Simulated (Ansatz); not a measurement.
# ZnS at 2 GPa: from Born charge to LO–TO splitting and polaron coupling

All numbers below come from DFT LDA, scalar-relativistic, plane waves, PAW (Ansatz 0.2.0). Plane waves to 420 eV; Γ-centred k mesh 10×10×10; fixed occupations. No spin polarisation. Phonons by linear response, acoustic sum rule imposed.

The cell, relaxed at 2 GPa:
```cif
data_structure
_symmetry_space_group_name_H-M 'P 1'
_symmetry_Int_Tables_number 1
_cell_length_a 3.7180
_cell_length_b 3.7180
_cell_length_c 3.7180
_cell_angle_alpha 60.000
_cell_angle_beta 60.000
_cell_angle_gamma 60.000
_cell_volume 36.34
loop_
_atom_site_label
_atom_site_type_symbol
_atom_site_fract_x
_atom_site_fract_y
_atom_site_fract_z
_atom_site_occupancy
Zn1 Zn 0.00000 0.00000 0.00000 1
S1 S 0.75000 0.75000 0.75000 1
```

Linear response gives ν_TO = 302.2 cm⁻¹, Born charges ±1.872 e (positive on Zn) and ε∞ = 6.179. The primitive cell holds 36.341 Å³, and the masses are 65.380 and 32.060 amu.

Q: Find ν_LO and the static dielectric constant.

A: The long-wave field adds a restoring force: ω_LO² − ω_TO² = Z*²e²/(ε_vac ε∞ μV). In these units ν_LO² − ν_TO² = 4.92064×10⁷ Z*²/(μ V ε∞) cm⁻², with μ = m₁m₂/(m₁ + m₂) = 21.512 amu: 35685 cm⁻². So ν_LO = √(302.2² + 35685) = 356.4 cm⁻¹, and the run gives 356.4. Lyddane–Sachs–Teller then gives ε0 = ε∞ (ν_LO/ν_TO)² = 8.59, against 8.59 in the run (it forms both from the same three quantities, so the match checks the arithmetic only). Between ν_TO and ν_LO the dielectric function is negative and an undamped crystal reflects fully: a reststrahlen band from 28.1 to 33.1 μm.

Q: What do the Clausius–Mossotti polarisability and the Szigeti charge come to?

A: With the Lorentz local field, α = (3V/4π)(ε∞ − 1)/(ε∞ + 2) = 5.49 Å³ for the pair, and e_S = 3Z*/(ε∞ + 2) = 0.69 e. The Born charge includes the electrons' response to the dipole's own local field, and e_S takes that enhancement out. The Lorentz field assumes point-like polarisable ions, a poor picture once ε∞ is this large, since the electron clouds then overlap or are shared, so both numbers are formal here.

Q: How strongly does a slow electron couple to the LO mode?

A: For one isotropic parabolic band, Fröhlich's constant is α_F = (1/ε∞ − 1/ε0) √(m* Ry/ħω_LO), with Ry = 13.606 eV, ħω_LO = 44.2 meV and m* in free-electron masses: α_F = 0.0455 × 17.55 × √m* = 0.80 √m*. The band mass isn't part of this run; for m* = 0.1, 0.3 and 1 it gives 0.25, 0.44, 0.80. In weak coupling the polaron lies α_F ħω_LO below the band edge (19 meV at m* = 0.3) with a mass m*(1 + α_F/6); past α_F of about 5 or 6 that expansion fails. A semilocal functional's ε∞ tends to be too large, which taken alone lowers α_F.

Cost: 1 run of about 2.4 core-minutes, on Intel Xeon Processor @ 2.50GHz (Skylake/Cascade Lake) (shared hosts).

ZnS comes out as a polar semiconductor whose static screening is mainly electronic: ε∞ is 6.179 of a total ε0 of 8.59. The Born charge of 1.872 e lies near the nominal ionic value, but that doesn't make the bond fully ionic. In a tetrahedral network of Zn 4s/4p and S 3p orbitals, displacing the sublattices also shifts shared charge, and this adds to the dipole.

The LO–TO splitting is narrower than the one known from experiment near ambient pressure, and the TO mode is rather stiff even allowing for compression. LDA overbinding probably accounts for the stiffness, while excessive electronic screening weakens the long-range field that lifts the LO mode. A reasonable ε0 can therefore hide an electronic part that is too large and a lattice part that is too small.

For the light, s-like conduction electrons of ZnS, the results support a large, weakly coupled polaron. They don't carry over directly to holes, because the S 3p valence-band top is degenerate and anisotropic.
